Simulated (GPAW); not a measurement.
# BN (P6_3mc) in GPAW: equation of state

How stiff is BN in PBE, and what volume does it want? The cell is scaled to several volumes.

All numbers are computed with GPAW 26.7.0; they aren't measurements. Logs are shortened: lines on timing, memory, paths and dates and some standing lists are left out, and cuts for length are marked. The log counts tension as positive stress, the text compression.

### Step 1. Starting point

It takes space group P6_3mc (No. 186, hexagonal). Conventional cell: a = 2.554 Å, b = 2.554 Å, c = 4.227 Å, α = 90.00°, β = 90.00°, γ = 120.00°. N (site symmetry 3m) has 4 B at 1.57 to 1.58 Å as nearest neighbours. B (site symmetry 3m) is surrounded by 4 N at 1.57 to 1.58 Å.

Measurements of this composition are mostly on another form, of space group No. 194.

### Step 2. Equation of state, PBE

run.py

```python
from ase.eos import EquationOfState
from ase.io import Trajectory, read
from ase.units import GPa
from gpaw import GPAW, PW

atoms = read('POSCAR')

traj = Trajectory('eos.traj', 'w')
volumes, energies = [], []
for x in [0.94, 0.96, 0.98, 1.0, 1.02, 1.04, 1.06]:
    a = atoms.copy()
    a.set_cell(atoms.cell * x**(1 / 3), scale_atoms=True)
    calc = GPAW(mode=PW(800),
                xc='PBE',
                kpts={'size': (12, 12, 6), 'gamma': True},
                occupations={'name': 'fermi-dirac', 'width': 0.05},
                nbands=18,
                convergence={'density': 1e-05, 'energy': 1e-05},
                maxiter=150,
                txt=f'eos-{x:.2f}.txt')
    a.calc = calc
    energies.append(a.get_potential_energy(force_consistent=True))
    volumes.append(a.get_volume())
    p = -a.get_stress()[:3].mean() / GPa
    calc.write(f'eos-{x:.2f}.gpw')
    traj.write(a)
    print(f'{x:.2f} {volumes[-1]:10.4f} A^3 {energies[-1]:14.6f} eV {p:9.3f} GPa', flush=True)

v0, e0, B = EquationOfState(volumes, energies, eos='birchmurnaghan').fit()
print(f'V0 = {v0:.4f} A^3, E0 = {e0:.6f} eV, B0 = {B / GPa:.2f} GPa')
```

POSCAR

```
BN
1.0
    2.5539396017      0.0000000000      0.0000000000
   -1.2769698009      2.2117765748      0.0000000000
    0.0000000000      0.0000000000      4.2268550000
N B
2 2
Direct
    0.3333333333      0.6666666667      0.1252760000
    0.6666666667      0.3333333333      0.6252760000
    0.3333333333      0.6666666667      0.4997240000
    0.6666666667      0.3333333333      0.9997240000
```

Potentials or basis: GPAW PAW data sets (gpaw-data 1.2.1), pw.

On the command line:

```
$ OMP_NUM_THREADS=1 python run.py
```

The program printed:

```text
__  _  _
 | _ |_)|_||  |
 |__||  | ||/\| - 26.7.0

Input parameters:
  mode=PW(ecut=800.0),
  convergence={'density': 1e-05, 'energy': 1e-05},
  kpts=MonkhorstPack(size=(12, 12, 6), gamma=True),
  maxiter=150,
  nbands=18,
  occupations=Occupations(name='fermi-dirac', width=0.05),
  xc=XC(name='PBE')

Diagonalizing LCAO Hamiltonian
Converting LCAO to pw mode

          B

        B N

        N

Atoms  # Å, Bohr magnetons
|   | symbol |         x |        y |        z |    initial magnetic moments |
|---|--------|-----------|----------|----------|-----------------------------|
| 0 |      N | -0.000000 | 1.444417 | 0.518714 | ( 0.0000,  0.0000,  0.0000) |
| 1 |      N |  1.250902 | 0.722209 | 2.588998 | ( 0.0000,  0.0000,  0.0000) |
| 2 |      B | -0.000000 | 1.444417 | 2.069141 | ( 0.0000,  0.0000,  0.0000) |
| 3 |      B |  1.250902 | 0.722209 | 4.139426 | ( 0.0000,  0.0000,  0.0000) |

Unit cell  # Å
| periodic |         x |        y |        z |  lengths |     angles |
|----------|-----------|----------|----------|----------|------------|
|      yes |  2.501804 | 0.000000 | 0.000000 | 2.501804 |  90.000000 |
|      yes | -1.250902 | 2.166626 | 0.000000 | 2.501804 |  90.000000 |
|      yes |  0.000000 | 0.000000 | 4.140568 | 4.140568 | 120.000000 |

Number of symmetries: 6
Symmetry operations  # r_c * U_cc + t_c -> r_c
|   | kind |            matrix            |
|---|------|------------------------------|
| 0 |  σ   |  1, 1, 0,  0,-1, 0,  0, 0, 1 |
| 1 |  E   |  1, 0, 0,  0, 1, 0,  0, 0, 1 |
| 2 |  C3  |  0, 1, 0, -1,-1, 0,  0, 0, 1 |
| 3 |  σ   |  0,-1, 0, -1, 0, 0,  0, 0, 1 |
| 4 |  σ   | -1, 0, 0,  1, 1, 0,  0, 0, 1 |
| 5 |  C3  | -1,-1, 0,  1, 0, 0,  0, 0, 1 |

BZ-sampling:
  Number of BZ points: 864
  Number of IBZ points: 100

  Monkhorst-Pack size: [12, 12, 6]
  Monkhorst-Pack shift: [0.041666666666666664, 0.041666666666666664, 0.08333333333333333]

K-points  # in reciprocal-cell coordinates
|     |                                coordinates |     weight |
|-----|--------------------------------------------|------------|
|   0 | ( -0.00000000,  -0.00000000,   0.00000000) | 0.00115741 |
|   1 | ( -0.00000000,  -0.00000000,   0.16666667) | 0.00231481 |
|   2 | ( -0.00000000,  -0.00000000,   0.33333333) | 0.00231481 |
|   3 | ( -0.00000000,  -0.00000000,   0.50000000) | 0.00115741 |
|   4 | (  0.08333333,  -0.00000000,  -0.33333333) | 0.00694444 |
|   5 | (  0.08333333,  -0.00000000,  -0.16666667) | 0.00694444 |
|   6 | (  0.08333333,  -0.00000000,   0.00000000) | 0.00694444 |
|   7 | (  0.08333333,  -0.00000000,   0.16666667) | 0.00694444 |
|   8 | (  0.08333333,  -0.00000000,   0.33333333) | 0.00694444 |
|   9 | (  0.08333333,  -0.00000000,   0.50000000) | 0.00694444 |
| ... |                                            |            |
|  99 | (  0.50000000,   0.50000000,   0.50000000) | 0.00347222 |

Plane wave coefficients: 1172
Cutoff: 800.0 eV

Spin-components: 1 (collinear spins)
Bands:           18
Projectors:      20
Spin-degeneracy: 2
Datatype:        complex128

Density:
  Valence electrons: 16.0
  Components: 1
  Grid points: [18 18 28]
  Charge: 0.0  # |e|

Potential:
  Grid points: [18 18 28]

species:
  N:
    name:    Nitrogen
    Z:       7.0
    valence: 5
    core:    2
    charge:  0.0  # [|e|]
    compensation charges:
      type: gauss
      rc: 0.18  # [Å]
      lmax: 2
    cutoffs:
      filter: 1.11  # [Å]
      core: 0.96  # [Å]
    projectors
    | kind |    occ | energy [eV] | rcut [Å] |
    |------|--------|-------------|----------|
    |   2s |  2.000 |     -18.583 |    0.603 |
    |   2p |  3.000 |      -7.089 |    0.529 |
    |    s |        |       8.629 |    0.603 |
    |    p |        |      20.123 |    0.529 |
    |    d |        |       0.000 |    0.577 |

    Using partial waves for N as LCAO basis

  B:
    name:    Boron
    Z:       5.0
    valence: 3
    core:    2
    charge:  0.0  # [|e|]
    compensation charges:
      type: gauss
      rc: 0.20  # [Å]
      lmax: 2
    cutoffs:
      filter: 1.14  # [Å]
      core: 1.38  # [Å]
    projectors
    | kind |    occ | energy [eV] | rcut [Å] |
    |------|--------|-------------|----------|
    |   2s |  2.000 |      -9.443 |    0.635 |
    |   2p |  1.000 |      -3.606 |    0.635 |
    |    s |        |      17.768 |    0.635 |
    |    p |        |      23.605 |    0.635 |
    |    d |        |       0.000 |    0.635 |

    Using partial waves for B as LCAO basis

Reference energy: -4302.422143  # eV

eigensolver:
  PPCG
  Converge bands: occupied
  niter=2

density mixing:
  MSR1-Mixer
  Pratt-step length: 0.05
  Maximum mixing coefficient: 0.75
  Old densities: 10
  SVD Regularization: 0.005
  Good broyden scale: 1.0
  Trust region scale: 1.0
  Backstep threshold: 4.0
  History deletion threshold: 6.0
  Fourier metric: weight=20.0, sigma=0.015

occupation numbers:
  Fermi-Dirac:
    width: 0.0500  # eV

poisson solver:
  ecut: 6400.0  # eV

xc functional:
[... 9 lines left out ...]
|iter     | |      energy | eigst |  dens |
|---------|-|-------------|-------|-------|
|iter:   1| |  -36.657356 | +0.13 |       |
|iter:   2| |  -36.289888 | -1.95 | -0.73 |
|iter:   3| |  -34.847186 | -1.23 | -0.77 |
|iter:   4| |  -34.826787 | -2.66 | -1.37 |
|iter:   5| |  -34.826411 | -3.36 | -1.84 |
|iter:   6| |  -34.826588 | -5.03 | -2.56 |
|iter:   7| |  -34.826588 | -6.83 | -3.56 |
|iter:   8| |  -34.826588c| -8.50c| -4.30 |
|iter:   9| |  -34.826588c| -8.35c| -5.10c|

Converged in 9 steps
Energy contributions relative to reference atoms: (reference = -4302.422143)

Energy contributions:
  Kinetic:          42.827298
  Coulomb:         -38.821076
  Zero:              0.197145
  External:          0.000000
  Xc:              -39.029955
  Entropy:          -0.000000
  Spinorbit:         0.000000
  ----------------------------
  Free energy:     -34.826588
  Extrapolated:    -34.826588

dipole moment: (0.000006, -0.000003, 4.344421)  # |e|*Ang

Fermi level: 14.164
Eigenvalues  # (at kpt = [-0.000, -0.000, 0.000])
| band index |      eig [eV] | occ [0-2] |
|------------|---------------|-----------|
|          0 |        -9.971 |     2.000 |
|          1 |        -5.576 |     2.000 |
|          2 |        -0.385 |     2.000 |
|          3 |         8.807 |     2.000 |
|          4 |         8.807 |     2.000 |
|          5 |        10.744 |     2.000 |
[... 8 lines left out ...]
|         14 |        23.353 |     0.000 |
|         15 |        27.932 |     0.000 |
|        ... |               |           |
|         17 |        33.272 |     0.000 |

Gap: 5.102 eV
Transition (v -> c):
  (s=0, k=0, n=7, [-0.00, -0.00, 0.00]) -> (s=0, k=48, n=8, [0.33, 0.33, 0.00])
Direct/indirect transitions are different
Direct gap: 8.544 eV
Transition at: (s=0, k=6, n=7, [0.08, -0.00, 0.00])

Stress tensor  # eV/Ang^3
|         x |         y |         z |
|-----------|-----------|-----------|
| -0.154212 | -0.000000 |  0.000000 |
| -0.000000 | -0.154212 |  0.000000 |
| -0.000000 |  0.000000 | -0.151317 |

# Writing to eos-0.94.gpw (mode='')
```

It took 6.6 min on 1 thread of Intel Xeon Platinum 8259CL at 2.50GHz (Skylake/Cascade Lake), shared host; peak memory 0.27 GiB.

Results:

```yaml
Equilibrium_volume: 5.97 Å³/atom
Bulk_modulus_at_fixed_shape_and_positions: 373 GPa
Pressure_derivative_of_the_bulk_modulus: 3.8
```

Energy against volume, from the lowest point:
```tsv
volume (Å³/atom)	energy (meV/atom)
5.611	27.91
5.730	12.09
5.850	2.97
5.969	0.00
6.088	2.63
6.208	10.31
6.327	22.55
```

Caveat: the cell was scaled at fixed shape and fractional positions, which overstates the stiffness of a crystal with free parameters, most of all of layers and chains.
